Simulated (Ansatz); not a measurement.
# CdTe: relativity, spin-orbit coupling and the nucleus

Aim: hold the cell of CdTe and change the physics step by step: no relativity; spin-orbit coupling on; point nuclei; inner shells corrected to Dirac's equation.

The COD entry's cell or inner coordinates are ideal or old and differ from later refinements, so a difference from it is no clean test against experiment.

Computed with Ansatz 0.2.0 (DFT, at the level named in each step, unless a step's input says otherwise).

### 1 The starting structure

Symmetry: F-43m, No. 216, cubic system. Conventional cell: a = 6.410 Å, b = 6.410 Å, c = 6.410 Å, α = 90.00°, β = 90.00°, γ = 90.00°. Around Cd (site symmetry -43m) lie 4 Te at 2.78 Å. Around Te (site symmetry -43m) lie 4 Cd at 2.78 Å.

As a file:

```
Cd Te
1.0
     0.00000    3.20500    3.20500
     3.20500    0.00000    3.20500
     3.20500    3.20500    0.00000
Cd Te
1 1
Direct
  0.00000 0.00000 0.00000
  0.75000 0.75000 0.75000
```

The cell comes from a crystallographic database entry that wasn't checked; take it as a given geometry, which may be far from equilibrium.

Atoms are numbered in the order of the input: Cd1, Te2.

### 2 No relativity, LAPW

Input file input.yaml:

```yaml
crystal:
  lattice:
    - [0.0, 3.205, 3.205]
    - [3.205, 0.0, 3.205]
    - [3.205, 3.205, 0.0]
  atoms:
    - { symbol: Cd, position: [0.0, 0.0, 0.0] }
    - { symbol: Te, position: [0.75, 0.75, 0.75] }
kpoints:
  mp_grid: { grid: [10, 10, 10] }
  band_path:
    path:
      - [0.0, 0.0, 0.0]
      - [-0.5, -0.5, 0.0]
      - [-0.375, -0.375, 0.25]
      - [-0.375, 0.0, 0.375]
      - [0.0, 0.0, 0.0]
      - [0.0, 0.0, 0.5]
      - [-0.5, -0.25, 0.25]
      - [-0.5, -0.5, 0.0]
    npoints: 5
scf:
  occupations: { method: fermi_dirac, width: 0.08 }
hamiltonian:
  xc: pbe
  pseudopotentials:
    kind: all_electron
    lapw: { basis_error: 0.00025 }
    relativity: none
output:
  forces: true
  stress: true
  eigenvalues: true
```

### 3 Spin-orbit coupling on, LAPW

Edit input.yaml of step 2 so:

```diff
@@ -25,6 +25,3 @@
   xc: pbe
-  pseudopotentials:
-    kind: all_electron
-    lapw: { basis_error: 0.00025 }
-    relativity: none
+  pseudopotentials: { kind: all_electron, lapw: { basis_error: 0.00025 } }
 output:
@@ -33 +30,4 @@
   eigenvalues: true
+magnetization:
+  noncollinear: true
+  spin_orbit: true
```

### 4 Spin-orbit coupling on, PAW

Edit input.yaml of step 3 so:

```diff
@@ -25,3 +25,3 @@
   xc: pbe
-  pseudopotentials: { kind: all_electron, lapw: { basis_error: 0.00025 } }
+  pseudopotentials: { kind: paw_fr }
 output:
@@ -30,2 +30,3 @@
   eigenvalues: true
+  efg: { contact_densities: true }
 magnetization:
```

### 5 Point nuclei, LAPW

Input file input.yaml:

```yaml
crystal:
  lattice:
    - [0.0, 3.205, 3.205]
    - [3.205, 0.0, 3.205]
    - [3.205, 3.205, 0.0]
  atoms:
    - { symbol: Cd, position: [0.0, 0.0, 0.0] }
    - { symbol: Te, position: [0.75, 0.75, 0.75] }
kpoints:
  mp_grid: { grid: [10, 10, 10] }
scf:
  occupations: { method: fermi_dirac, width: 0.08 }
hamiltonian:
  xc: pbe
  pseudopotentials:
    kind: all_electron
    lapw: { basis_error: 0.00025 }
    nuclear_model: point
output:
  forces: true
  stress: true
  eigenvalues: true
```

### 6 Point nuclei, crystal datasets

Edit input.yaml of step 5 so:

```diff
@@ -14,6 +14,3 @@
   xc: pbe
-  pseudopotentials:
-    kind: all_electron
-    lapw: { basis_error: 0.00025 }
-    nuclear_model: point
+  pseudopotentials: { kind: all_electron, datasets: crystal, nuclear_model: point }
 output:
@@ -22 +19,2 @@
   eigenvalues: true
+  efg: { contact_densities: true }
```

### 7 Inner shells corrected to Dirac's equation, LAPW

Edit input.yaml of step 6 so:

```diff
@@ -14,3 +14,6 @@
   xc: pbe
-  pseudopotentials: { kind: all_electron, datasets: crystal, nuclear_model: point }
+  pseudopotentials:
+    kind: all_electron
+    lapw: { basis_error: 0.00025 }
+    dirac_shells: { Cd: ["3p", "3d"], Te: ["3p", "3d"] }
 output:
@@ -19,2 +22 @@
   eigenvalues: true
-  efg: { contact_densities: true }
```

(Steps that only read results are left out.)

What does the calculation give? Wanted: pressure, no relativity, LAPW; pressure, spin-orbit coupling on, LAPW; pressure, point nuclei, LAPW; pressure, inner shells corrected to Dirac's equation, LAPW.

The runs gave:

```
                                                  quantity     value
                             pressure, no relativity, LAPW  6.32 GPa
                    pressure, spin-orbit coupling on, LAPW  4.26 GPa
                              pressure, point nuclei, LAPW  4.25 GPa
pressure, inner shells corrected to Dirac's equation, LAPW  4.26 GPa
```

Going from no relativity to the scalar-relativistic run with point nuclei moves the pressure by -2.07 GPa and the gap from 2.06 to 0.87 eV; the heaviest element has Z = 52. From that run, spin-orbit coupling moves the pressure by less than 0.01 GPa. With spin-orbit coupling, PAW lies -0.01 GPa from LAPW in pressure and less than 0.01 eV in the gap.
